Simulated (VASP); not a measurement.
# InAs (F-43m) in VASP: notebook

The runs below take InAs through electric field gradients, with PBEsol.

All numbers are computed with VASP 6.6.1; they aren't measurements. Logs are shortened: lines on timing, memory, paths and dates and some standing lists are left out, and cuts for length are marked.

**What was measured.**

A printed reference work, data compilation reports, for a bulk crystal of InAs at 4.2 K: band gap 0.418 eV (direct).

How close the calculation comes is told below.

## (1) The cell of the first run

The structure is cubic, space group F-43m (No. 216). Conventional cell: a = 6.036 Å, b = 6.036 Å, c = 6.036 Å, α = 90.00°, β = 90.00°, γ = 90.00°. Within 3.4 Å of In (site symmetry -43m) lie 4 As at 2.61 Å. As (site symmetry -43m) has 4 In at 2.61 Å within 3.4 Å.

## (2) Electric field gradients, PBEsol

The input, INCAR:

```
  ALGO = Normal
  EDIFF = 1E-8
  ENCUT = 520
  GGA = PS
  ISIF = 2
  ISMEAR = -1
  LASPH = T
  LCHARG = F
  LEFG = T
  LREAL = F
  LWAVE = F
  NBANDS = 46
  NELM = 100
  PREC = Accurate
  SIGMA = 0.05
```

The input, KPOINTS:

```
k-points
0
Gamma
  3 3 3
```

The input, POSCAR:

```
InAs
1.0
    6.0360000000      0.0000000000      0.0000000000
    0.0000000000      6.0360000000      0.0000000000
    0.0000000000      0.0000000000      6.0360000000
In As
4 4
Direct
    0.0000000000      0.0000000000      0.0000000000
    0.5000000000      0.5000000000      0.0000000000
    0.5000000000      0.0000000000      0.5000000000
    0.0000000000      0.5000000000      0.5000000000
    0.2500000000      0.2500000000      0.2500000000
    0.7500000000      0.7500000000      0.2500000000
    0.7500000000      0.2500000000      0.7500000000
    0.2500000000      0.7500000000      0.7500000000
```

Potentials or basis: VASP PAW PBE potentials, release 64 (In_d, As).

On the command line:

```sh
$ cat potpaw_PBE.64/In_d/POTCAR potpaw_PBE.64/As/POTCAR > POTCAR
$ mpirun -np 1 vasp_std > vasp.out
```

OUTCAR:

```text
EDIFF = 1E-8
   ENCUT = 520
   GGA = PS
   ISIF = 2
   ISMEAR = -1
   LASPH = T
   LREAL = F
   NELM = 100
   PREC = Accurate

 ion  position               nearest neighbor table
   1  0.000  0.000  0.000-   5 2.61   6 2.61   7 2.61   8 2.61
   2  0.500  0.500  0.000-   5 2.61   6 2.61   7 2.61   8 2.61
   3  0.500  0.000  0.500-   5 2.61   6 2.61   7 2.61   8 2.61
   4  0.000  0.500  0.500-   5 2.61   6 2.61   7 2.61   8 2.61
   5  0.250  0.250  0.250-   1 2.61   2 2.61   3 2.61   4 2.61
   6  0.750  0.750  0.250-   1 2.61   2 2.61   3 2.61   4 2.61
   7  0.750  0.250  0.750-   1 2.61   2 2.61   3 2.61   4 2.61
   8  0.250  0.750  0.750-   1 2.61   2 2.61   3 2.61   4 2.61

  LATTYP: Found a simple cubic cell.
 ALAT       =     6.0360000000

  Lattice vectors:

 A1 = (   6.0360000000,   0.0000000000,   0.0000000000)
 A2 = (   0.0000000000,   6.0360000000,   0.0000000000)
 A3 = (   0.0000000000,   0.0000000000,   6.0360000000)

Analysis of symmetry for initial positions (statically):
=====================================================================
 Subroutine PRICEL returns following result:

  LATTYP: Found a face centered cubic cell.
 ALAT       =     6.0360000000

  Lattice vectors:

 A1 = (   3.0180000000,  -3.0180000000,   0.0000000000)
 A2 = (   3.0180000000,   0.0000000000,   3.0180000000)
 A3 = (   0.0000000000,  -3.0180000000,   3.0180000000)

   4 primitive cells build up your supercell.

 Routine SETGRP: Setting up the symmetry group for a
 simple cubic supercell.

 Subroutine GETGRP returns: Found 24 space group operations
 (whereof 24 operations were pure point group operations)
 out of a pool of 48 trial point group operations.

The static configuration has the point symmetry T_d .

Analysis of symmetry for dynamics (positions and initial velocities):
=====================================================================
 Subroutine PRICEL returns following result:

  LATTYP: Found a face centered cubic cell.
 ALAT       =     6.0360000000

  Lattice vectors:

 A1 = (   3.0180000000,  -3.0180000000,   0.0000000000)
 A2 = (   3.0180000000,   0.0000000000,   3.0180000000)
 A3 = (   0.0000000000,  -3.0180000000,   3.0180000000)

   4 primitive cells build up your supercell.

 Routine SETGRP: Setting up the symmetry group for a
 simple cubic supercell.

 Subroutine GETGRP returns: Found 24 space group operations
 (whereof 24 operations were pure point group operations)
 out of a pool of 48 trial point group operations.

The dynamic configuration has the point symmetry T_d .

 Subroutine INISYM returns: Found 24 space group operations
 (whereof 24 operations are pure point group operations),
 and found     4 'primitive' translations

----------------------------------------------------------------------------------------

                                     Primitive cell

  volume of cell :      54.9778

  direct lattice vectors                    reciprocal lattice vectors
     3.018000000 -3.018000000  0.000000000     0.165672631 -0.165672631 -0.165672631
     3.018000000  0.000000000  3.018000000     0.165672631  0.165672631  0.165672631
     0.000000000 -3.018000000  3.018000000    -0.165672631 -0.165672631  0.165672631

  length of vectors
     4.268096531  4.268096531  4.268096531     0.286953414  0.286953414  0.286953414

  position of ions in fractional coordinates (direct lattice)
     0.000000000  0.000000000  0.000000000
     0.750000000  0.750000000  0.750000000

  ion indices of the primitive-cell ions
[... 50 lines left out ...]
   LSORBIT =      F    spin-orbit coupling
   LASPH  =      T    aspherical Exc in radial PAW
   ENCUT  =  520.0 eV  38.22 Ry    6.18 a.u.  11.22 11.22 11.22*2*pi/ulx,y,z
   NELM   =    100;   NELMIN=  2; NELMDL= -5     # of ELM steps
   EDIFF  = 0.1E-07   stopping-criterion for ELM
   LREAL  =      F    real-space projection
   EDIFFG = 0.1E-06   stopping-criterion for IOM
   NSW    =      0    number of steps for IOM
   IBRION =     -1    ionic relax: 0-MD 1-quasi-New 2-CG
   NFREE  =      0    steps in history (QN), initial steepest desc. (CG)
   ISIF   =      2    stress and relaxation
   ISYM   =      2    0-nonsym 1-usesym 2-fastsym
   POTIM  = 0.5000    time-step for ionic-motion
   TEBEG  =    0.0;   TEEND  =   0.0 temperature during run
   PSTRESS=    0.0 pullay stress
   NELECT =      72.0000    total number of electrons
   NUPDOWN=      -1.0000    fix difference up-down
   EMIN   =  10.00;   EMAX   =-10.00  energy-range for DOS
   EFERMI =   0.00;   METHOD = LEGACY
   ISMEAR =    -1;   SIGMA  =   0.05  broadening in eV -4-tet -1-fermi 0-gaus
   EFERMI_NEDOS =   21; number of points for ismear=-14 and -15
   IALGO  =     38    algorithm
   IMIX   =      4    mixing-type and parameters
     AMIX     =   0.40;   BMIX     =  1.00
     AMIX_MAG =   1.60;   BMIX_MAG =  1.00
  volume/ion in A,a.u.               =      27.49       185.50
  Fermi-wavevector in a.u.,A,eV,Ry     =   1.128331  2.132236 17.321990  1.273130
  Thomas-Fermi vector in A             =   2.265020
   LORBIT       =      0    0 simple, 1 ext, 2 COOP (PROOUT), +10 PAW based schemes
   GGA     = PS    functional components
   LHFCALC =     F    Hartree Fock is set to
   AEXX    =    0.0000 exact exchange contribution
   IVDW    =     0    specifies the selected vdW correction
   LEPSILON=     F    determine dielectric tensor
   LRPA    =     F    only Hartree local field effects (RPA)
 non-spin polarized calculation
  energy-cutoff  :      520.00
  volume of cell :      219.91
 maximum number of plane-waves:      5960
 NGX is ok and might be reduce to    48
   NGX = 23   NGY = 23   NGZ = 23

 number of electron      72.0000057 magnetization

 Free energy of the ion-electron system (eV)
  ---------------------------------------------------
  ext. energy  EPLUGINS =         0.00000000
  ---------------------------------------------------
  free energy    TOTEN  =       -33.84441254 eV

  energy without entropy =      -33.83725222  energy(sigma->0) =      -33.84083238

 E-fermi :   4.4699     XC(G=0):  -9.3056

 val. band max:        4.4350164884   @ k =   0.0000   0.0000   0.0000
 cond. band min:       5.4753603467   @ k =   0.3333   0.3333   0.3333
 fundamental gap:      1.0403438583
 Fermi energy:         4.4699348081

 k-point     1 :       0.0000    0.0000    0.0000
  band No.  band energies     occupation
      1     -10.1052      2.00000
      2     -10.1052      2.00000
      3     -10.1052      2.00000
      4      -9.9143      2.00000
      5      -9.9143      2.00000
      6      -9.9143      2.00000
[... 185 lines left out ...]
     45       9.1000      0.00000
     46       9.9936      0.00000

------------------------ aborting loop because EDIFF is reached ----------------------------------------

  FORCE on cell =-STRESS in cart. coord.  units (eV):
  Direction    XX          YY          ZZ          XY          YZ          ZX
  --------------------------------------------------------------------------------------
  -------------------------------------------------------------------------------------
  Total        2.4237222      2.4237222      2.4237222     -0.0000000      0.0000000     -0.0000000
  in kB       17.6581711     17.6581711     17.6581711     -0.0000000      0.0000000     -0.0000000
  external PRESSURE =      17.6581711 kB  Pullay stress =       0.0000000 kB

 VOLUME and BASIS-vectors are now :
 -----------------------------------------------------------------------------
  energy-cutoff  :      520.00
  volume of cell :      219.91
      direct lattice vectors                 reciprocal lattice vectors
     6.036000000  0.000000000  0.000000000     0.165672631  0.000000000  0.000000000
     0.000000000  6.036000000  0.000000000     0.000000000  0.165672631  0.000000000
     0.000000000  0.000000000  6.036000000     0.000000000  0.000000000  0.165672631

 POSITION                                       TOTAL-FORCE (eV/Angst)
 -----------------------------------------------------------------------------------
      0.00000      0.00000      0.00000         0.000000     -0.000000      0.000000
      3.01800      3.01800      0.00000         0.000000     -0.000000      0.000000
      3.01800      0.00000      3.01800         0.000000     -0.000000      0.000000
      0.00000      3.01800      3.01800         0.000000     -0.000000      0.000000
      1.50900      1.50900      1.50900        -0.000000      0.000000     -0.000000
      4.52700      4.52700      1.50900        -0.000000      0.000000     -0.000000
      4.52700      1.50900      4.52700        -0.000000      0.000000     -0.000000
      1.50900      4.52700      4.52700        -0.000000      0.000000     -0.000000
 -----------------------------------------------------------------------------------
    total drift:                                0.000000      0.000000     -0.000000

  FREE ENERGIE OF THE ION-ELECTRON SYSTEM (eV)
  ---------------------------------------------------
  free  energy   TOTEN  =       -33.8444125422 eV

  energy  without entropy=      -33.8372522200  energy(sigma->0) =      -33.84083238

 Electric field gradients (V/A^2)
---------------------------------------------------------------------
 ion       V_xx      V_yy      V_zz      V_xy      V_xz      V_yz
---------------------------------------------------------------------
   1       0.000     0.000     0.000     0.000     0.000    -0.000
   2       0.000     0.000     0.000    -0.000    -0.000    -0.000
   3       0.000     0.000     0.000     0.000    -0.000    -0.000
   4       0.000     0.000     0.000     0.000     0.000    -0.000
   5      -0.000    -0.000    -0.000     0.000     0.000     0.000
   6      -0.000    -0.000     0.000     0.000     0.000     0.000
   7      -0.000    -0.000    -0.000     0.000     0.000     0.000
   8      -0.000    -0.000     0.000     0.000     0.000     0.000
---------------------------------------------------------------------

 Electric field gradients after diagonalization (V/A^2)
 (convention: |V_zz| > |V_xx| > |V_yy|)
----------------------------------------------------------------------
 ion       V_xx      V_yy      V_zz     asymmetry (V_yy - V_xx)/ V_zz
----------------------------------------------------------------------
   1       0.000     0.000     0.000      -0.037
   2       0.000     0.000     0.000      -0.159
   3       0.000     0.000     0.000      -0.079
   4       0.000     0.000     0.000      -0.170
   5      -0.000     0.000    -0.000      -0.780
   6      -0.000     0.000    -0.000      -0.926
   7      -0.000    -0.000    -0.000      -0.622
   8      -0.000     0.000    -0.000      -0.942
----------------------------------------------------------------------

           NMR quadrupolar parameters

 Cq : quadrupolar parameter    Cq=e*Q*V_zz/h
 eta: asymmetry parameters     (V_yy - V_xx)/ V_zz
 Q  : nuclear electric quadrupole moment in mb (millibarn)
----------------------------------------------------------------------
 ion       Cq(MHz)       eta       Q (mb)
----------------------------------------------------------------------
   1       0.000      -0.037       1.000
   2       0.000      -0.159       1.000
   3       0.000      -0.079       1.000
   4       0.000      -0.170       1.000
   5      -0.000      -0.780       1.000
   6      -0.000      -0.926       1.000
   7      -0.000      -0.622       1.000
   8      -0.000      -0.942       1.000
----------------------------------------------------------------------
```

It took 2.4 min on 1 thread of AMD EPYC 7R13, shared host; peak memory 0.29 GiB.

Results:

```
Free energy            : -33.8444 eV
Pressure               : 1.8 GPa
Band gap on the k mesh : zero (filled and empty bands touch)
```

Levels at points of the mesh, in eV from the Fermi level:
```tsv
k point	band 34	band 35	band 36	band 37	band 38	band 39
(0.00, 0.00, 0.00)	-0.29	-0.03	-0.03	-0.03	1.39	1.39
```

Caveat: without QUAD_EFG the Cq values of the log hold for a quadrupole moment of 1 mb, not for the nuclei; the PAW data sets were made with another functional, which shifts forces and pressure a little; spin-orbit coupling is left out, which moves the levels of the heavy elements.

(Part 1 of 2 ends here.)
